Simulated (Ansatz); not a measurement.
# AlN: the cost of one run

Computed with Ansatz 0.2.0 (DFT PBE, scalar-relativistic, plane waves, PAW, unless a step's input says otherwise).

7 further runs of the same task are left out: 7 set aside as unsound or not needed.

### 1 The structure to begin with

It takes space group P6_3/mmc (No. 194, hexagonal). The conventional cell has a = 3.313 Å, b = 3.313 Å, c = 4.188 Å, α = 90.00°, β = 90.00°, γ = 120.00°. Around Al (site symmetry -6m2) lie 5 N at 1.91 to 2.09 Å. N (site symmetry -6m2) has 5 Al at 1.91 to 2.09 Å as nearest neighbours.

Structure file:

```cif
data_structure
_symmetry_space_group_name_H-M 'P 1'
_symmetry_Int_Tables_number 1
_cell_length_a 3.3135
_cell_length_b 3.3135
_cell_length_c 4.1876
_cell_angle_alpha 90.000
_cell_angle_beta 90.000
_cell_angle_gamma 120.000
_cell_volume 39.82
loop_
_atom_site_label
_atom_site_type_symbol
_atom_site_fract_x
_atom_site_fract_y
_atom_site_fract_z
_atom_site_occupancy
Al1 Al 0.33333 0.66667 0.75000 1
Al2 Al 0.66667 0.33333 0.25000 1
N1 N 0.33333 0.66667 0.25000 1
N2 N 0.66667 0.33333 0.75000 1
```

It goes back to an entry of the Materials Project, which need not be the stable form.

It is the result of an earlier relaxation at this level (volume 9.95 Å³/atom; gap on the mesh: 3.25 eV).

### 2 What is varied

The energy is mapped over two normal modes frozen in (zone-centre modes of the cell shown, which folds in the wave vector (0, 1/2, 0) of the primitive cell).

First coordinate, amplitude of mode 4 (174 cm⁻¹), largest displacement: 11 values from −0.184 Å. Second coordinate, amplitude of mode 5 (200 cm⁻¹), largest displacement: 11 values from −0.310 Å.

Nothing else is relaxed (the cell and all other modes fixed). Energies count from the relaxed high-symmetry cell. Points are written as (first, second).

The modes come from a phonon run on the reference cell, made beforehand.

Displacement patterns for an amplitude of 1 (Å):

```tsv
atom	x1	y1	z1	x2	y2	z2
Al1	1.000	0.000	0.000	0.000	0.000	-0.519
Al2	-1.000	0.000	0.000	0.000	0.000	-0.519
Al3	1.000	0.000	0.000	0.000	0.000	-0.519
Al4	-1.000	0.000	0.000	0.000	0.000	-0.519
N5	0.964	0.000	0.000	0.000	0.000	1.000
N6	-0.964	0.000	0.000	0.000	0.000	1.000
N7	0.964	0.000	0.000	0.000	0.000	1.000
N8	-0.964	0.000	0.000	0.000	0.000	1.000
```

### 3 The run at (−0.184 Å, −0.248 Å)

Contents of input.yaml:

```yaml
crystal:
  lattice:
    - [-3.3134793387, 0.0, 0.0]
    - [0.0, 0.0, -4.18759024]
    - [0.0, -5.7391145645, 0.0]
  atoms:
    - { symbol: Al, position: [0.5555307522, 0.2192556071, 0.1666666667] }
    - { symbol: Al, position: [-0.0555307522, 0.2192556071, 0.6666666667] }
    - { symbol: Al, position: [0.0555307522, 0.7192556071, 0.3333333333] }
    - { symbol: Al, position: [0.4444692478, 0.7192556071, 0.8333333333] }
    - { symbol: "N", position: [0.5535041009, 0.8092226044, 0.1666666667] }
    - { symbol: "N", position: [-0.0535041009, 0.8092226044, 0.6666666667] }
    - { symbol: "N", position: [0.0535041009, 0.3092226044, 0.3333333333] }
    - { symbol: "N", position: [0.4464958991, 0.3092226044, 0.8333333333] }
basis:
  ecutwfc: 520.0
kpoints:
  mp_grid: { grid: [8, 6, 4] }
hamiltonian:
  xc: pbe
  pseudopotentials: { kind: paw, azcp: { folder: soft_1 } }
scf:
  occupations: { method: gaussian, width: 0.05 }
output:
  forces: true
  stress: true
  eigenvalues: true
```

On the command line:

```
$ ansatz run input.yaml --threads 2 --pin off --max-ram 4096MiB --backend cpu --events-out ev --progress --plain --runs-dir out
```

**Question.** How long does this run take on 2 threads of Arm Neoverse N1, shared host, and how much memory does it need?

About 14 s, with a peak of 0.38 GiB.
